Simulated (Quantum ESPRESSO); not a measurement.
Pd in Quantum ESPRESSO: the effect of strain

The system is Pd.

```
Pd
1.0
     2.67232    0.00000    0.00000
    -1.33616    2.31430    0.00000
     0.00000    0.00000    4.62889
Pd
2
Direct
  0.33333 0.66667 0.25000
  0.66667 0.33333 0.75000
```

This isn't the form of Pd at room conditions, which is fcc.

Alike in all runs:

- Program: Quantum ESPRESSO 7.5
- Task: relaxation of the atoms
- Functional: PBEsol
- Potentials or basis: GBRV 1.5 PBEsol
- Cutoff: 612 eV
- Density cutoff: 4898 eV
- k mesh: 11 × 11 × 6
- Occupations: fermi-dirac, width 0.05 eV
- Spin: no spin polarisation
- Kind of strain: biaxial_xy
- Mixing beta: 0.5
- Most SCF iterations: 120
- SCF threshold: 4e-10 Ry
- Most ionic steps: 40
- Forc conv thr: 0.0004 Ry/bohr
- Etot conv thr: 1e-05 Ry

Each run relaxes the cell or the atoms first.

| strain | pressure (GPa) |
| --- | --- |
| -0.04 | 5.7 |
| -0.02 | -3.3 |
| -0.01 | -6.9 |
| 0 | -10.1 |
| 0.01 | -12.8 |
| 0.02 | -15.1 |
| 0.04 | ? |

What does the run with strain 0.04 give?

Pressure -18.9 GPa.

Worked out: A parabola through the other rows of the pressure, of slope -98 GPa per unit of strain there, extrapolates to -18.0 GPa, against the run's -18.9.

Caveats: the relaxation stopped at its first step, so nothing moved.
